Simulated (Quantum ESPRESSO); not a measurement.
# Hf (Im-3m) in Quantum ESPRESSO: settings compared, part 2 of 3

Quantum ESPRESSO 7.5.

## Step 3: Phonon dispersion, PBE

pw.in reads:

```
&CONTROL
  calculation = 'scf'
  prefix = 'pwscf'
  outdir = './tmp'
  pseudo_dir = './pseudo'
  tprnfor = .true.
  tstress = .true.
  disk_io = 'low'
/
&SYSTEM
  ibrav = 0
  nat = 1
  ntyp = 1
  ecutwfc = 45
  ecutrho = 360
  nbnd = 12
  occupations = 'smearing'
  smearing = 'mv'
  degauss = 0.01469973
/
&ELECTRONS
  conv_thr = 2d-10
  electron_maxstep = 120
  mixing_beta = 0.5
/
ATOMIC_SPECIES
Hf   178.4900 hf_pbe_v1.uspp.F.UPF
CELL_PARAMETERS angstrom
  -1.8050000000    1.8050000000    1.8050000000
   1.8050000000   -1.8050000000    1.8050000000
   1.8050000000    1.8050000000   -1.8050000000
ATOMIC_POSITIONS angstrom
Hf     0.0000000000    0.0000000000    0.0000000000
K_POINTS automatic
10 10 10 0 0 0
```

relax.in reads:

```
&CONTROL
  calculation = 'vc-relax'
  prefix = 'pwscf'
  outdir = './tmp'
  pseudo_dir = './pseudo'
  tprnfor = .true.
  tstress = .true.
  disk_io = 'low'
  nstep = 40
  forc_conv_thr = 0.0001
  etot_conv_thr = 1d-06
/
&SYSTEM
  ibrav = 0
  nat = 1
  ntyp = 1
  ecutwfc = 45
  ecutrho = 360
  nbnd = 12
  occupations = 'smearing'
  smearing = 'mv'
  degauss = 0.01469973
/
&ELECTRONS
  conv_thr = 2d-10
  electron_maxstep = 120
  mixing_beta = 0.5
/
&IONS
  ion_dynamics = 'bfgs'
/
&CELL
  cell_dynamics = 'bfgs'
  press = 0
  press_conv_thr = 0.2
/
ATOMIC_SPECIES
Hf   178.4900 hf_pbe_v1.uspp.F.UPF
CELL_PARAMETERS angstrom
  -1.8050000000    1.8050000000    1.8050000000
   1.8050000000   -1.8050000000    1.8050000000
   1.8050000000    1.8050000000   -1.8050000000
ATOMIC_POSITIONS angstrom
Hf     0.0000000000    0.0000000000    0.0000000000
K_POINTS automatic
10 10 10 0 0 0
```

scf2.in reads:

```
&CONTROL
  calculation = 'scf'
  prefix = 'pwscf'
  outdir = './tmp'
  pseudo_dir = './pseudo'
  tprnfor = .true.
  tstress = .true.
  disk_io = 'low'
/
&SYSTEM
  ibrav = 0
  nat = 1
  ntyp = 1
  ecutwfc = 45
  ecutrho = 360
  nbnd = 12
  occupations = 'smearing'
  smearing = 'mv'
  degauss = 0.01469973
/
&ELECTRONS
  conv_thr = 1d-13
  electron_maxstep = 120
  mixing_beta = 0.5
  startingpot = 'file'
  startingwfc = 'file'
/
ATOMIC_SPECIES
Hf   178.4900 hf_pbe_v1.uspp.F.UPF
CELL_PARAMETERS angstrom
  -1.7735765182    1.7735765182    1.7735765182
   1.7735765182   -1.7735765182    1.7735765182
   1.7735765182    1.7735765182   -1.7735765182
ATOMIC_POSITIONS angstrom
Hf     0.0000000000    0.0000000000    0.0000000000
K_POINTS automatic
10 10 10 0 0 0
```

ph.in reads:

```
phonon_bands of Hf
&INPUTPH
  prefix = 'pwscf'
  outdir = './tmp'
  tr2_ph = 1d-18
  fildyn = 'dyn'
  niter_ph = 90
  alpha_mix(1) = 0.4
  ldisp = .true.
  nq1 = 2
  nq2 = 2
  nq3 = 2
/
```

q2r.in reads:

```
&INPUT
  fildyn = 'dyn'
  zasr = 'crystal'
  flfrc = 'fc'
/
```

matdyn.in reads:

```
&INPUT
  asr = 'crystal'
  flfrc = 'fc'
  flfrq = 'freq'
  q_in_cryst_coord = .true.
  flvec = ' '
/
80
 0.0000000000  0.0000000000  0.0000000000
 0.0312500000 -0.0312500000  0.0312500000
 0.0625000000 -0.0625000000  0.0625000000
 0.0937500000 -0.0937500000  0.0937500000
 0.1250000000 -0.1250000000  0.1250000000
 0.1562500000 -0.1562500000  0.1562500000
 0.1875000000 -0.1875000000  0.1875000000
 0.2187500000 -0.2187500000  0.2187500000
 0.2500000000 -0.2500000000  0.2500000000
 0.2812500000 -0.2812500000  0.2812500000
 0.3125000000 -0.3125000000  0.3125000000
 0.3437500000 -0.3437500000  0.3437500000
 0.3750000000 -0.3750000000  0.3750000000
 0.4062500000 -0.4062500000  0.4062500000
 0.4375000000 -0.4375000000  0.4375000000
 0.4687500000 -0.4687500000  0.4687500000
 0.5000000000 -0.5000000000  0.5000000000
 0.4545454545 -0.4545454545  0.5000000000
 0.4090909091 -0.4090909091  0.5000000000
 0.3636363636 -0.3636363636  0.5000000000
 0.3181818182 -0.3181818182  0.5000000000
 0.2727272727 -0.2727272727  0.5000000000
 0.2272727273 -0.2272727273  0.5000000000
 0.1818181818 -0.1818181818  0.5000000000
 0.1363636364 -0.1363636364  0.5000000000
 0.0909090909 -0.0909090909  0.5000000000
 0.0454545455 -0.0454545455  0.5000000000
 0.0000000000  0.0000000000  0.5000000000
 0.0000000000  0.0000000000  0.4583333333
 0.0000000000  0.0000000000  0.4166666667
 0.0000000000  0.0000000000  0.3750000000
 0.0000000000  0.0000000000  0.3333333333
 0.0000000000  0.0000000000  0.2916666667
 0.0000000000  0.0000000000  0.2500000000
 0.0000000000  0.0000000000  0.2083333333
 0.0000000000  0.0000000000  0.1666666667
 0.0000000000  0.0000000000  0.1250000000
 0.0000000000  0.0000000000  0.0833333333
 0.0000000000  0.0000000000  0.0416666667
 0.0000000000  0.0000000000  0.0000000000
 0.0166666667  0.0166666667  0.0166666667
 0.0333333333  0.0333333333  0.0333333333
 0.0500000000  0.0500000000  0.0500000000
 0.0666666667  0.0666666667  0.0666666667
 0.0833333333  0.0833333333  0.0833333333
 0.1000000000  0.1000000000  0.1000000000
 0.1166666667  0.1166666667  0.1166666667
 0.1333333333  0.1333333333  0.1333333333
 0.1500000000  0.1500000000  0.1500000000
 0.1666666667  0.1666666667  0.1666666667
 0.1833333333  0.1833333333  0.1833333333
 0.2000000000  0.2000000000  0.2000000000
 0.2166666667  0.2166666667  0.2166666667
 0.2333333333  0.2333333333  0.2333333333
 0.2500000000  0.2500000000  0.2500000000
 0.2666666667  0.2000000000  0.2666666667
 0.2833333333  0.1500000000  0.2833333333
 0.3000000000  0.1000000000  0.3000000000
 0.3166666667  0.0500000000  0.3166666667
 0.3333333333  0.0000000000  0.3333333333
 0.3500000000 -0.0500000000  0.3500000000
 0.3666666667 -0.1000000000  0.3666666667
 0.3833333333 -0.1500000000  0.3833333333
 0.4000000000 -0.2000000000  0.4000000000
 0.4166666667 -0.2500000000  0.4166666667
 0.4333333333 -0.3000000000  0.4333333333
 0.4500000000 -0.3500000000  0.4500000000
 0.4666666667 -0.4000000000  0.4666666667
 0.4833333333 -0.4500000000  0.4833333333
 0.5000000000 -0.5000000000  0.5000000000
 0.2500000000  0.2500000000  0.2500000000
 0.2222222222  0.2222222222  0.2777777778
 0.1944444444  0.1944444444  0.3055555556
 0.1666666667  0.1666666667  0.3333333333
 0.1388888889  0.1388888889  0.3611111111
 0.1111111111  0.1111111111  0.3888888889
 0.0833333333  0.0833333333  0.4166666667
 0.0555555556  0.0555555556  0.4444444444
 0.0277777778  0.0277777778  0.4722222222
 0.0000000000  0.0000000000  0.5000000000
```

matdyn_dos.in reads:

```
&INPUT
  asr = 'crystal'
  flfrc = 'fc'
  dos = .true.
  fldos = 'phdos'
  nk1 = 15
  nk2 = 15
  nk3 = 15
  deltaE = 0.5
  flvec = ' '
  flfrq = ' '
/
```

matdyn_mesh.in reads:

```
&INPUT
  asr = 'crystal'
  flfrc = 'fc'
  flfrq = 'mesh'
  q_in_cryst_coord = .true.
  flvec = ' '
/
1000
 0.05000000  0.05000000  0.05000000
 0.05000000  0.05000000  0.15000000
 0.05000000  0.05000000  0.25000000
[... 997 further points of the even 10 x 10 x 10 mesh, shifted by half a step ...]
```

Potentials or basis: GBRV 1.5 PBE.

Started as:

```bash
> OMP_NUM_THREADS=1 pw.x -in pw.in > pw.out
> OMP_NUM_THREADS=1 pw.x -in relax.in > relax.out
> OMP_NUM_THREADS=1 pw.x -in scf2.in > scf2.out
> OMP_NUM_THREADS=1 ph.x -in ph.in > ph.out
> OMP_NUM_THREADS=1 q2r.x -in q2r.in > q2r.out
> OMP_NUM_THREADS=1 matdyn.x -in matdyn.in > matdyn.out
> OMP_NUM_THREADS=1 matdyn.x -in matdyn_dos.in > matdyn_dos.out
> OMP_NUM_THREADS=1 matdyn.x -in matdyn_mesh.in > matdyn_mesh.out
```

pw.out:

```text
This program is part of the open-source Quantum ESPRESSO suite
     for quantum simulation of materials; please cite
[... 9 lines left out ...]
     --------------------
     sticks:   dense  smooth     PW     G-vecs:    dense   smooth      PW
     Sum         941     471    173                18245     6531    1505

     Using Slab Decomposition

     bravais-lattice index     =            0
     lattice parameter (alat)  =       5.9079  a.u.
     unit-cell volume          =     158.7407 (a.u.)^3
     number of atoms/cell      =            1
     number of atomic types    =            1
     number of electrons       =        12.00
     number of Kohn-Sham states=           12
     kinetic-energy cutoff     =      45.0000  Ry
     charge density cutoff     =     360.0000  Ry
     scf convergence threshold =      2.0E-10
     mixing beta               =       0.5000
     number of iterations used =            8  plain     mixing
     Exchange-correlation= SLA  PW   PBE  PBE
                           (   1   4   3   4   0   0   0)

     celldm(1)=   5.907948  celldm(2)=   0.000000  celldm(3)=   0.000000
     celldm(4)=   0.000000  celldm(5)=   0.000000  celldm(6)=   0.000000

     crystal axes: (cart. coord. in units of alat)
               a(1) = (  -0.577350   0.577350   0.577350 )
               a(2) = (   0.577350  -0.577350   0.577350 )
               a(3) = (   0.577350   0.577350  -0.577350 )

     reciprocal axes: (cart. coord. in units 2 pi/alat)
               b(1) = ( -0.000000  0.866025  0.866025 )
               b(2) = (  0.866025 -0.000000  0.866025 )
               b(3) = (  0.866025  0.866025  0.000000 )

     PseudoPot. # 1 for Hf read from file:
     hf_pbe_v1.uspp.F.UPF
     Pseudo is Ultrasoft + core correction, Zval = 12.0
     Generated by new atomic code, or converted to UPF format
     Using radial grid of  921 points,  8 beta functions with:
                l(1) =   0
                l(2) =   0
                l(3) =   0
                l(4) =   1
                l(5) =   1
                l(6) =   2
                l(7) =   2
                l(8) =   3
     Q(r) pseudized with  6 coefficients,  rinner =    1.200   1.200   1.200
                                                       1.200   1.200   1.200
                                                       1.200

     atomic species   valence    mass     pseudopotential
     Hf               12.00   178.49000     Hf( 1.00)

     48 Sym. Ops., with inversion, found

   Cartesian axes

     site n.     atom                  positions (alat units)
         1        Hf     tau(   1) = (   0.0000000   0.0000000   0.0000000  )

     number of k points=    47  Marzari-Vanderbilt smearing, width (Ry)=  0.0147
                       cart. coord. in units 2pi/alat
        k(    1) = (   0.0000000   0.0000000   0.0000000), wk =   0.0020000
        k(    2) = (   0.0866025   0.0866025   0.0000000), wk =   0.0240000
        k(    3) = (   0.1732051   0.1732051   0.0000000), wk =   0.0240000
        k(    4) = (   0.2598076   0.2598076   0.0000000), wk =   0.0240000
        k(    5) = (   0.3464102   0.3464102   0.0000000), wk =   0.0240000
        k(    6) = (  -0.4330127  -0.4330127   0.0000000), wk =   0.0120000
[... 39 lines left out ...]
        k(   46) = (  -0.8660254  -0.0866025  -0.0866025), wk =   0.0240000
        k(   47) = (  -0.8660254  -0.8660254  -0.8660254), wk =   0.0020000

     Dense  grid:    18245 G-vectors     FFT dimensions: (  36,  36,  36)

     Smooth grid:     6531 G-vectors     FFT dimensions: (  25,  25,  25)

     Initial potential from superposition of free atoms

     starting charge      10.0000, renormalised to      12.0000

     negative rho (up, down):  1.290E-01 0.000E+00
     Starting wfcs are   13 randomized atomic wfcs

     Self-consistent Calculation

     iteration #  1     ecut=    45.00 Ry     beta= 0.50
     Davidson diagonalization with overlap
     ethr =  1.00E-02,  avg # of iterations =  3.6

     negative rho (up, down):  1.128E-01 0.000E+00

     total energy              =    -158.80017721 Ry
     estimated scf accuracy    <       2.44511496 Ry

     iteration #  2     ecut=    45.00 Ry     beta= 0.50
     Davidson diagonalization with overlap
     ethr =  1.00E-02,  avg # of iterations =  2.0
[... 60 lines left out ...]
     iteration #  9     ecut=    45.00 Ry     beta= 0.50
     Davidson diagonalization with overlap
     ethr =  1.19E-11,  avg # of iterations =  1.6

     negative rho (up, down):  1.126E-01 0.000E+00

     End of self-consistent calculation

          k = 0.0000 0.0000 0.0000 (   791 PWs)   bands (ev):

   -48.0677 -16.3717 -16.3717 -16.3717   6.7373  15.1090  15.1090  15.1090
    17.7498  17.7498  26.5448  26.5448

          k = 0.0866 0.0866 0.0000 (   813 PWs)   bands (ev):

   -48.0626 -16.4419 -16.3940 -16.3720   7.0821  14.8735  14.9982  15.4494
    17.4162  17.7501  26.8452  27.1773
[... 8 lines left out ...]
   -48.0325 -16.8343 -16.5220 -16.3733   9.2603  13.7547  13.9335  17.4203
    17.9785  18.0147  25.8001  26.1859

          k = 0.3464 0.3464 0.0000 (   806 PWs)   bands (ev):

   -48.0190 -17.0013 -16.5781 -16.3739  10.1544  13.3490  14.0593  17.6256
    18.3310  19.7717  23.9998  24.3812

          k =-0.4330-0.4330 0.0000 (   814 PWs)   bands (ev):

   -48.0138 -17.0639 -16.5993 -16.3742  10.3872  13.2047  14.4798  17.5541
    18.5091  20.8056  23.1377  23.7923

          k = 0.1732 0.0866 0.0866 (   811 PWs)   bands (ev):

   -48.0533 -16.5650 -16.4187 -16.3888   7.7322  14.5486  14.5982  16.1573
    17.0305  17.9029  27.3544  27.9466

          k = 0.2598 0.1732 0.0866 (   814 PWs)   bands (ev):
[... 71 lines left out ...]
   -48.0444 -16.6210 -16.4751 -16.4276   8.3444  14.5904  14.5966  16.1248
    16.3296  18.3937  27.2183  28.4634

          k = 0.5196 0.3464 0.3464 (   814 PWs)   bands (ev):

   -48.0101 -16.8107 -16.8107 -16.5190  12.2943  13.1243  13.1243  18.4469
    18.4469  19.6743  23.8383  23.8383

          k =-0.0000-0.1732 0.3464 (   822 PWs)   bands (ev):

   -48.0282 -16.8247 -16.5465 -16.4259   9.5618  13.8418  14.0650  16.4902
    17.8610  18.4833  25.2692  27.4972

          k = 0.0866-0.0866 0.3464 (   814 PWs)   bands (ev):

   -48.0301 -16.7572 -16.5431 -16.4632   9.4136  13.9252  14.4692  15.9384
    17.3488  18.5690  25.7017  28.7948

          k = 0.0000-0.2598 0.4330 (   809 PWs)   bands (ev):
[... 36 lines left out ...]
   -48.0109 -16.8236 -16.7055 -16.6101  12.6165  12.8779  13.2200  18.5175
    18.6370  19.2941  23.5470  24.7923

          k = 0.0000 0.0000 0.3464 (   819 PWs)   bands (ev):

   -48.0321 -16.6545 -16.5360 -16.5360   9.2054  14.5914  15.0551  15.0551
    16.4279  18.6352  26.2135  29.6997

          k =-0.0000-0.0866 0.4330 (   807 PWs)   bands (ev):

   -48.0168 -16.8020 -16.6100 -16.5577  10.3337  13.5022  14.9127  15.6246
    17.6466  18.3888  25.4320  28.9814

          k = 0.0000-0.1732 0.5196 (   805 PWs)   bands (ev):

   -48.0044 -16.9413 -16.6691 -16.5511  11.2327  12.9522  14.6360  15.8720
    18.7536  19.4229  24.2082  27.0310

          k = 0.0866-0.0866 0.5196 (   803 PWs)   bands (ev):
[... 11 lines left out ...]
   -47.9953 -16.9406 -16.7659 -16.5869  11.8817  12.4931  14.3795  16.5348
    18.7551  21.0005  22.7781  25.2156

          k =-0.6928-0.1732-0.1732 (   802 PWs)   bands (ev):

   -47.9918 -16.8771 -16.8771 -16.5892  12.2849  12.2849  13.8743  18.0555
    18.0555  21.5199  23.2268  23.2268

          k =-0.0000-0.0000 0.5196 (   799 PWs)   bands (ev):

   -48.0027 -16.8027 -16.6873 -16.6873  11.1797  12.7983  15.8378  15.8378
    17.8623  17.8696  26.3900  27.6142

          k = 0.0000-0.0866 0.6062 (   803 PWs)   bands (ev):

   -47.9913 -16.8880 -16.7489 -16.7038  11.7031  12.1923  16.0828  16.0843
    18.5695  19.1937  24.5695  25.5198

          k =-0.8660-0.1732-0.1732 (   806 PWs)   bands (ev):
[... 16 lines left out ...]
   -47.9767 -16.8808 -16.8367 -16.8165  11.4379  11.4613  17.8409  18.0363
    20.1069  20.4094  21.7087  22.3667

          k =-0.8660-0.8660-0.8660 (   856 PWs)   bands (ev):

   -47.9727 -16.8613 -16.8613 -16.8613  11.2478  11.2478  20.0389  20.0389
    20.0389  20.4136  20.4136  20.4136

     the Fermi energy is    13.6036 ev

!    total energy              =    -158.94996586 Ry
     estimated scf accuracy    <          1.4E-10 Ry
     smearing contrib. (-TS)   =       0.00040320 Ry
     internal energy E=F+TS    =    -158.95036906 Ry

     The total energy is F=E-TS. E is the sum of the following terms:
     one-electron contribution =     -20.69742919 Ry
     hartree contribution      =      14.23997850 Ry
     xc contribution           =     -75.67432709 Ry
     ewald contribution        =     -76.81859129 Ry

     convergence has been achieved in   9 iterations

     negative rho (up, down):  1.126E-01 0.000E+00

     Forces acting on atoms (cartesian axes, Ry/au):

     atom    1 type  1   force =     0.00000000    0.00000000    0.00000000

     Total force =     0.000000     Total SCF correction =     0.000000

     Computing stress (Cartesian axis) and pressure

     negative rho (up, down):  1.126E-01 0.000E+00
          total   stress  (Ry/bohr**3)                   (kbar)     P=      -48.98
  -0.00033295   0.00000000   0.00000000          -48.98        0.00        0.00
   0.00000000  -0.00033295   0.00000000            0.00      -48.98        0.00
   0.00000000   0.00000000  -0.00033295            0.00        0.00      -48.98

=------------------------------------------------------------------------------=
   JOB DONE.
=------------------------------------------------------------------------------=
```

It took 4 min on 1 thread of Arm Neoverse V2, shared host; peak memory 0.16 GiB.

What came out:

```
Free energy                            : -2162.6420 eV
Relaxed volume                         : 22.32 Å³/atom
Relaxed cell                           : a = 3.072 Å, b = 3.072 Å, c = 3.072 Å, α = 109.47°, β = 109.47°, γ = 109.47°
Space group after relaxing (to 0.05 Å) : Im-3m (No. 229)
Pressure after relaxing                : -0.1 GPa
Band gap on the k mesh                 : none (metal or under the smearing width)
Highest phonon frequency               : 128 cm⁻¹
Most unstable mode                     : 88i cm⁻¹
```

Step by step:
```tsv
step	energy change (eV)	largest force (eV/Å)	pressure (GPa)	volume (Å³)
1	0.0000	0.0000	-4.90	23.52
2	-0.0138	0.0000	-2.67	22.94
3	-0.0191	0.0000	0.16	22.28
4	-0.0191	0.0000	0.00	22.32
5	-0.0191	0.0000	0.00	22.32
```

Final structure:
```
CELL_PARAMETERS angstrom
-1.77358 1.77358 1.77358
1.77358 -1.77358 1.77358
1.77358 1.77358 -1.77358
ATOMIC_POSITIONS crystal
Hf 0.00000 0.00000 0.00000
```

Levels at points of the mesh, in eV from the Fermi level:
| k point | band 4 | band 5 | band 6 | band 7 | band 8 | band 9 |
| --- | --- | --- | --- | --- | --- | --- |
| (0.00, 0.00, 0.00) | -29.77 | -7.04 | 1.55 | 1.55 | 1.55 | 4.34 |
| (0.00, 0.00, -0.50) | -29.77 | -3.37 | -0.48 | 1.06 | 4.18 | 5.18 |
| (-0.50, -0.50, -0.50) | -30.35 | -2.57 | -2.57 | 6.83 | 6.83 | 6.83 |

Phonon frequencies in cm⁻¹ (negative: imaginary):
| q point | frequencies |
| --- | --- |
| (0.000, 0.000, 0.000) | 0 0 0 |
| (0.219, -0.219, 0.219) | -19 82 82 |
| (0.438, -0.438, 0.438) | 121 126 126 |
| (0.273, -0.273, 0.500) | 78 114 117 |
| (0.000, 0.000, 0.458) | -87 91 99 |
| (0.000, 0.000, 0.167) | -44 46 50 |
| (0.050, 0.050, 0.050) | -18 -18 46 |
| (0.167, 0.167, 0.167) | -37 -37 93 |
| (0.283, 0.150, 0.283) | -44 58 58 |
| (0.400, -0.200, 0.400) | 72 112 112 |
| (0.250, 0.250, 0.250) | 35 35 35 |
| (0.056, 0.056, 0.444) | -85 87 97 |

Phonon frequencies at the corners of the path (cm⁻¹, interpolated; i marks imaginary ones):
| point | frequencies |
| --- | --- |
| Γ | 0 0 0 |
| H | 128 128 128 |
| N | 88i 92 100 |
| P | 35 35 35 |

Phonon states per cell in windows of 10 cm⁻¹ (negative: imaginary):
| from (cm⁻¹) | total |
| --- | --- |
| -90 | 0.04 |
| -80 | 0.11 |
| -70 | 0.19 |
| -60 | 0.20 |
| -50 | 0.12 |
| -40 | 0.06 |
| -30 | 0.03 |
| -20 | 0.02 |
| -10 | 0.02 |
| 0 | 0.02 |
| 10 | 0.03 |
| 20 | 0.05 |
| 30 | 0.06 |
| 40 | 0.09 |
| 50 | 0.13 |
| 60 | 0.17 |
| 70 | 0.23 |
| 80 | 0.34 |
| 90 | 0.54 |
| 100 | 0.31 |
| 110 | 0.17 |
| 120 | 0.06 |

Caveat: some modes are imaginary; the q mesh is small, so phonon branches between its points and thermal values are rough.

(Continued in part 3 of 3.)
